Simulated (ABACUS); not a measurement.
# BN (F-43m) in ABACUS: further runs, part 3 of 3

ABACUS 3.10.1. The steps go on from the part before.

**5. Single point, HCTH407**

Contents of run_abacus.py:

```python
"""ABACUS run from a structure file: ASE reads it, the script writes STRU, KPT and INPUT."""
import re
import subprocess
import spglib
from ase import Atoms
from ase.io import read
from ase.units import Bohr

atoms = read("BN.cif")
cell, frac, numbers = spglib.standardize_cell((atoms.cell[:], atoms.get_scaled_positions(), atoms.numbers), to_primitive=True, symprec=1e-4)
atoms = Atoms(numbers=numbers, cell=cell, scaled_positions=frac, pbc=True)  # the primitive cell
atoms = atoms[(-atoms.numbers).argsort(kind="stable")]  # ABACUS lists atoms element by element
pseudo = {'N': 'N.pbe-n-radius_5.UPF', 'B': 'b_pbe_v1.4.uspp.F.UPF'}
orbital = {}
magmoms = None
kmesh = [10, 10, 10]
params = {
    'suffix': 'BN',
    'calculation': 'scf',
    'basis_type': 'pw',
    'pseudo_dir': './',
    'symmetry': 1,
    'dft_functional': 'GGA_XC_HCTH_407',
    'ecutwfc': 55,
    'pseudo_rcut': 10,
    'nspin': 1,
    'nbands': 14,
    'ks_solver': 'dav',
    'smearing_method': 'fd',
    'smearing_sigma': 0.00367493,
    'scf_thr': 1e-08,
    'scf_nmax': 100,
    'mixing_type': 'broyden',
    'mixing_beta': 0.7,
    'cal_force': 1,
    'cal_stress': 1,
    'ecutrho': 440,
    'out_chg': 1,
    'out_pot': 2,
    'out_elf': 0,
    'kpar': 4,
}

symbols = atoms.get_chemical_symbols()
elements = list(dict.fromkeys(symbols))
lines = ["ATOMIC_SPECIES"] + [f"{e} {atoms.get_masses()[symbols.index(e)]:.4f} {pseudo[e]}" for e in elements]
if orbital:
    lines += ["", "NUMERICAL_ORBITAL"] + [orbital[e] for e in elements]
lines += ["", "LATTICE_CONSTANT", f"{1 / Bohr:.10f}", "", "LATTICE_VECTORS"]
lines += [" ".join(f"{x:.10f}" for x in v) for v in atoms.cell]
lines += ["", "ATOMIC_POSITIONS", "Direct"]
for e in elements:
    lines += ["", e, "0.0", str(symbols.count(e))]
    for i, p in enumerate(atoms.get_scaled_positions(wrap=False)):
        if symbols[i] == e:
            mag = "" if magmoms is None else " mag " + " ".join(str(x) for x in (magmoms[i] if isinstance(magmoms[i], list) else [magmoms[i]]))
            lines.append(" ".join(f"{x:.10f}" for x in p) + " 1 1 1" + mag)
open("STRU", "w").write("\n".join(lines) + "\n")
open("KPT", "w").write("K_POINTS\n0\nGamma\n%d %d %d 0 0 0\n" % tuple(kmesh))
open("INPUT", "w").write("INPUT_PARAMETERS\n" + "".join(f"{k:<20s}{v}\n" for k, v in params.items()))

done = subprocess.run(['mpirun', '-np', '4', 'abacus'])
if done.returncode:
    raise SystemExit(done.returncode)
log = open("OUT.BN/running_scf.log").read()
print("final energy (eV):", re.findall(r"FINAL_ETOT_IS (\S+)", log))
```

Contents of BN.cif:

```cif
data_BN
_cell_length_a 3.62600200
_cell_length_b 3.62600200
_cell_length_c 3.62600200
_cell_angle_alpha 90.00000000
_cell_angle_beta 90.00000000
_cell_angle_gamma 90.00000000
_space_group_name_H-M_alt 'F-43m'
_space_group_name_Hall 'F -4 2 3'
_space_group_IT_number 216
loop_
_space_group_symop_operation_xyz
'x,y,z'
'y,-x,-z'
'-x,-y,z'
'-y,x,-z'
'x,-y,-z'
'y,x,z'
'-x,y,-z'
'-y,-x,z'
'z,x,y'
'-z,y,-x'
'z,-x,-y'
'-z,-y,x'
'-z,x,-y'
'z,y,x'
'-z,-x,y'
'z,-y,-x'
'y,z,x'
'-x,-z,y'
'-y,z,-x'
'x,-z,-y'
'-y,-z,x'
'x,z,y'
'y,-z,-x'
'-x,z,-y'
'x,y+1/2,z+1/2'
'y,-x+1/2,-z+1/2'
'-x,-y+1/2,z+1/2'
'-y,x+1/2,-z+1/2'
'x,-y+1/2,-z+1/2'
'y,x+1/2,z+1/2'
'-x,y+1/2,-z+1/2'
'-y,-x+1/2,z+1/2'
'z,x+1/2,y+1/2'
'-z,y+1/2,-x+1/2'
'z,-x+1/2,-y+1/2'
'-z,-y+1/2,x+1/2'
'-z,x+1/2,-y+1/2'
'z,y+1/2,x+1/2'
'-z,-x+1/2,y+1/2'
'z,-y+1/2,-x+1/2'
'y,z+1/2,x+1/2'
'-x,-z+1/2,y+1/2'
'-y,z+1/2,-x+1/2'
'x,-z+1/2,-y+1/2'
'-y,-z+1/2,x+1/2'
'x,z+1/2,y+1/2'
'y,-z+1/2,-x+1/2'
'-x,z+1/2,-y+1/2'
'x+1/2,y,z+1/2'
'y+1/2,-x,-z+1/2'
'-x+1/2,-y,z+1/2'
'-y+1/2,x,-z+1/2'
'x+1/2,-y,-z+1/2'
'y+1/2,x,z+1/2'
'-x+1/2,y,-z+1/2'
'-y+1/2,-x,z+1/2'
'z+1/2,x,y+1/2'
'-z+1/2,y,-x+1/2'
'z+1/2,-x,-y+1/2'
'-z+1/2,-y,x+1/2'
'-z+1/2,x,-y+1/2'
'z+1/2,y,x+1/2'
'-z+1/2,-x,y+1/2'
'z+1/2,-y,-x+1/2'
'y+1/2,z,x+1/2'
'-x+1/2,-z,y+1/2'
'-y+1/2,z,-x+1/2'
'x+1/2,-z,-y+1/2'
'-y+1/2,-z,x+1/2'
'x+1/2,z,y+1/2'
'y+1/2,-z,-x+1/2'
'-x+1/2,z,-y+1/2'
'x+1/2,y+1/2,z'
'y+1/2,-x+1/2,-z'
'-x+1/2,-y+1/2,z'
'-y+1/2,x+1/2,-z'
'x+1/2,-y+1/2,-z'
'y+1/2,x+1/2,z'
'-x+1/2,y+1/2,-z'
'-y+1/2,-x+1/2,z'
'z+1/2,x+1/2,y'
'-z+1/2,y+1/2,-x'
'z+1/2,-x+1/2,-y'
'-z+1/2,-y+1/2,x'
'-z+1/2,x+1/2,-y'
'z+1/2,y+1/2,x'
'-z+1/2,-x+1/2,y'
'z+1/2,-y+1/2,-x'
'y+1/2,z+1/2,x'
'-x+1/2,-z+1/2,y'
'-y+1/2,z+1/2,-x'
'x+1/2,-z+1/2,-y'
'-y+1/2,-z+1/2,x'
'x+1/2,z+1/2,y'
'y+1/2,-z+1/2,-x'
'-x+1/2,z+1/2,-y'
loop_
_atom_site_label
_atom_site_type_symbol
_atom_site_symmetry_multiplicity
_atom_site_Wyckoff_symbol
_atom_site_fract_x
_atom_site_fract_y
_atom_site_fract_z
_atom_site_occupancy
N1 N 4 d 0.2500000000 0.2500000000 0.7500000000 1
B1 B 4 a 0.0000000000 0.0000000000 0.0000000000 1
```

Potentials or basis: SSSP 1.3 efficiency PBE, plane waves.

Command:

```
$ OMP_NUM_THREADS=1 python run_abacus.py > log
```

running log:

```text
ABACUS v3.10.1

               Atomic-orbital Based Ab-initio Computation at UStc

 ------------------------------------------------------------------------------------

 READING GENERAL INFORMATION
                           global_out_dir = OUT.BN/
                           global_in_card = INPUT
                               pseudo_dir = ./
                              orbital_dir =
                                    DSIZE = 4
                                    GSIZE = 1

 READING UNITCELL INFORMATION
                                    ntype = 2
                  lattice constant (Bohr) = 1.88973
              lattice constant (Angstrom) = 1

 READING ATOM TYPE 1
                               atom label = N
                      L=0, number of zeta = 1
                      L=1, number of zeta = 1
                      L=2, number of zeta = 1
             number of atom for this type = 1

 READING ATOM TYPE 2
                               atom label = B
                      L=0, number of zeta = 1
                      L=1, number of zeta = 1
                      L=2, number of zeta = 1
             number of atom for this type = 1

                        TOTAL ATOM NUMBER = 2
[... 351 lines left out ...]
 E_Fermi        1.0702994933         14.5621716756
----------------------------------------------------------

 charge density convergence is achieved
 final etot is -366.72293217 eV
 EFERMI = 14.562171676 eV
The vacuum level is 9.8827322212 eV

 STATE ENERGY(eV) AND OCCUPATIONS    NSPIN == 1
 1/12 kpoint (Cartesian) = 0.0000 0.0000 0.0000 (537 pws)
       1       -9.41199     0.00200000
       2        10.5908     0.00200000
       3        10.5908     0.00200000
       4        10.5908     0.00200000
       5        19.4717    4.54658e-46
       6        19.4717    4.54658e-46
       7        19.4717    4.54658e-46
       8        21.0750    5.38568e-60
       9        35.8110        0.00000
      10        38.3835        0.00000
      11        38.3835        0.00000
      12        39.4341        0.00000
      13        39.4341        0.00000
      14        39.4341        0.00000
[... 66 lines left out ...]
       1       -5.33811     0.00800000
       2       0.170929     0.00800000
       3        8.67782     0.00800000
       4        8.67782     0.00800000
       5        20.8088    4.42542e-57
       6        21.4059    2.87925e-62
       7        21.4059    2.87925e-62
       8        26.1426        0.00000
       9        34.5463        0.00000
      10        37.5574        0.00000
      11        37.6889        0.00000
      12        37.6889        0.00000
      13        45.6574        0.00000
      14        45.6574        0.00000

[... levels at 6 further k points ...]

------------------------------------------------------------------------------------------
 TOTAL-FORCE (eV/Angstrom)
------------------------------------------------------------------------------------------
                        N1         0.0000000000         0.0000000000         0.0000000000
                        B1         0.0000000000         0.0000000000         0.0000000000
------------------------------------------------------------------------------------------

----------------------------------------------------------------
 TOTAL-STRESS (KBAR)
----------------------------------------------------------------
      -111.6949657775         0.0000000000         0.0000000000
         0.0000000000      -111.6949657775         0.0000000000
        -0.0000000000         0.0000000000      -111.6949657775
----------------------------------------------------------------
 TOTAL-PRESSURE: -111.694966 KBAR

 --------------------------------------------
 !FINAL_ETOT_IS -366.7229321652226872 eV
 --------------------------------------------
```

INPUT:

```text
INPUT_PARAMETERS
suffix              BN
calculation         scf
basis_type          pw
pseudo_dir          ./
symmetry            1
dft_functional      GGA_XC_HCTH_407
ecutwfc             55
pseudo_rcut         10
nspin               1
nbands              14
ks_solver           dav
smearing_method     fd
smearing_sigma      0.00367493
scf_thr             1e-08
scf_nmax            100
mixing_type         broyden
mixing_beta         0.7
cal_force           1
cal_stress          1
ecutrho             440
out_chg             1
out_pot             2
out_elf             0
kpar                4
```

Run time: 5.1 s. Hardware: 4 MPI ranks of Intel Xeon Platinum 8488C (Sapphire Rapids), shared host; peak memory 0.36 GiB.

What came out:

```
Free energy            : -366.7229 eV
Pressure               : -11.2 GPa
Band gap on the k mesh : 4.88 eV, indirect (least direct gap 8.88 eV)
```

Levels at points of the mesh, in eV from the valence-band top:
| k point | band 1 | band 2 | band 3 | band 4 | band 5 | band 6 | band 7 | band 8 | band 9 |
| --- | --- | --- | --- | --- | --- | --- | --- | --- | --- |
| (0.00, 0.00, 0.00) | -20.00 | 0.00 | 0.00 | 0.00 | 8.88 | 8.88 | 8.88 | 10.48 | 25.22 |
| (0.50, 0.50, 0.50) | -15.93 | -10.42 | -1.91 | -1.91 | 10.22 | 10.82 | 10.82 | 15.55 | 23.96 |
| (0.50, 0.50, 0.00) | -14.60 | -8.74 | -4.80 | -4.80 | 4.88 | 9.51 | 17.85 | 17.85 | 20.98 |

Caveat: the potentials were made for another functional, which shifts forces and pressure.

**6. Relaxation of cell and atoms, HCTH407**

Contents of INPUT:

```
INPUT_PARAMETERS
suffix              BN
calculation         cell-relax
basis_type          pw
pseudo_dir          ./
symmetry            1
dft_functional      GGA_XC_HCTH_407
ecutwfc             55
pseudo_rcut         10
nspin               1
nbands              8
ks_solver           dav
smearing_method     fd
smearing_sigma      0.00367493
scf_thr             1e-08
scf_nmax            100
mixing_type         broyden
mixing_beta         0.7
cal_force           1
cal_stress          1
ecutrho             440
relax_nmax          60
force_thr_ev        0.01
relax_method        cg
out_stru            1
stress_thr          1
kpar                4
```

Contents of STRU:

```
ATOMIC_SPECIES
N 14.0070 N.pbe-n-radius_5.UPF
B 10.8100 b_pbe_v1.4.uspp.F.UPF

LATTICE_CONSTANT
1.8897261246

LATTICE_VECTORS
0.0000000000 1.8130010000 1.8130010000
1.8130010000 0.0000000000 1.8130010000
1.8130010000 1.8130010000 0.0000000000

ATOMIC_POSITIONS
Direct

N
0.0
1
0.2500000000 0.2500000000 0.2500000000 1 1 1

B
0.0
1
0.0000000000 0.0000000000 0.0000000000 1 1 1
```

Contents of KPT:

```
K_POINTS
0
Gamma
10 10 10 0 0 0
```

Potentials or basis: SSSP 1.3 efficiency PBE, plane waves.

Command:

```
$ OMP_NUM_THREADS=1 mpirun -np 4 abacus > log
```

Run time: 7 s. Hardware: 4 MPI ranks of Intel Xeon Platinum 8488C (Sapphire Rapids), shared host; peak memory 0.36 GiB.

It converged, with:

* Free energy: -366.7360 eV
* Relaxed volume: 5.78 Å³/atom
* Relaxed cell: a = 2.538 Å, b = 2.538 Å, c = 2.538 Å, α = 60.00°, β = 60.00°, γ = 60.00°
* Space group after relaxing (to 0.05 Å): F-43m (No. 216)
* Energy gained by relaxing: 6.5 meV/atom
* Ionic steps: 3
* Pressure after relaxing: -0.1 GPa
* Band gap on the k mesh: 4.91 eV, indirect (least direct gap 9.03 eV)

The path:
| step | energy change (eV) | largest force (eV/Å) | pressure (GPa) | volume (Å³) |
| --- | --- | --- | --- | --- |
| 1 | 0.0000 | 0.0000 | -11.17 | 11.92 |
| 2 | 0.0011 | 0.0000 | 12.87 | 11.19 |
| 3 | -0.0131 | 0.0000 | -0.07 | 11.55 |

Final structure:
```
N B
1.0
     0.00000    1.79436    1.79436
     1.79436    0.00000    1.79436
     1.79436    1.79436    0.00000
N B
1 1
Direct
  0.25000 0.25000 0.25000
  0.00000 0.00000 0.00000
```

Levels at points of the mesh, in eV from the valence-band top:
| k point | band 1 | band 2 | band 3 | band 4 |
| --- | --- | --- | --- | --- |
| (0.00, 0.00, 0.00) | -20.35 | 0.00 | 0.00 | 0.00 |
| (0.50, 0.50, 0.50) | -16.13 | -10.71 | -1.97 | -1.97 |
| (0.50, 0.50, 0.00) | -14.76 | -8.94 | -4.96 | -4.96 |

Caveat: the potentials were made for another functional, which shifts forces and pressure. A k mesh can miss the band edges.

**7. Overview**

| task | level | potentials or basis | cell | k mesh | cutoff (eV) | SCF threshold on the density | eigensolver | max steps of the relaxation | force threshold | optimiser | gap on the mesh (eV) | pressure (GPa) |
| --- | --- | --- | --- | --- | --- | --- | --- | --- | --- | --- | --- | --- |
| single point | LDA | PseudoDojo NC SR 0.4.1 LDA stringent, DZP LCAO (the cutoffs set its grid) | as given | 12 × 12 × 12 | 1361 | 1e-07 | genelpa | - | - | - | 4.43 | -12.4 |
| single point | BP86 | PseudoDojo NC SR 0.5 PBE stringent, plane waves | as given | 10 × 10 × 10 | 1143 | 1e-08 | dav | - | - | - | 4.60 | 1.7 |
| single point | rPW86PBE | SSSP 1.3 efficiency PBE, plane waves | as given | 10 × 10 × 10 | 748 | 1e-08 | dav | - | - | - | 4.79 | 6.4 |
| single point | HCTH407 | SSSP 1.3 efficiency PBE, plane waves | as given | 10 × 10 × 10 | 748 | 1e-08 | dav | - | - | - | 4.88 | -11.2 |
| relaxation of cell and atoms | HCTH407 | SSSP 1.3 efficiency PBE, plane waves | relaxed | 10 × 10 × 10 | 748 | 1e-08 | dav | 60 | 0.01 eV/Å | cg | 4.91 | -0.1 |

Alike in all rows: no spin polarisation; smearing fermi-dirac 0.05 eV.

Caveats: the potentials were made for another functional, which shifts forces and pressure (some runs); the atomic orbitals were generated for these runs and aren't a published set (some runs); the basis of atomic orbitals isn't converged, which shifts pressures, moduli and gaps (some runs).

Total energies depend on the potentials used, so only differences within one code and one set of settings carry meaning.

**8. How close it comes**

Step 2. Measured gap of BN: 6.4 eV (indirect; 300 K; a printed reference work, monograph). This calculation gives 4.43 eV (-1.97 eV). The value is that of LDA in an atomic basis (PseudoDojo NC SR 0.4.1 LDA stringent, DZP LCAO (the cutoffs set its grid)), whose error adds to the functional's, on a finite k mesh, which can miss the band edges, without temperature or zero-point motion. Semilocal functionals fall short of measured gaps as a rule. The cell is a database's relaxed one, not the measured one, which moves gaps too.

Step 3. Against the measured gap of BN, 6.4 eV (indirect; 300 K; a printed reference work, monograph), the calculated 4.60 eV is off by -1.80 eV. The value is that of BP86 on a finite k mesh, which can miss the band edges, without temperature or zero-point motion. The cell is a database's relaxed one, not the measured one, which moves gaps too.

Step 4. A measured gap of BN is 6.4 eV (indirect; 300 K; a printed reference work, monograph); the calculated 4.79 eV misses it by -1.61 eV. The value is that of rPW86PBE on a finite k mesh, which can miss the band edges, without temperature or zero-point motion. The cell is a database's relaxed one, not the measured one, which moves gaps too.

Step 5. Against the measured gap of BN, 6.4 eV (indirect; 300 K; a printed reference work, monograph), the calculated 4.88 eV is off by -1.52 eV. The value is that of HCTH407 on a finite k mesh, which can miss the band edges, without temperature or zero-point motion. The cell is a database's relaxed one, not the measured one, which moves gaps too.
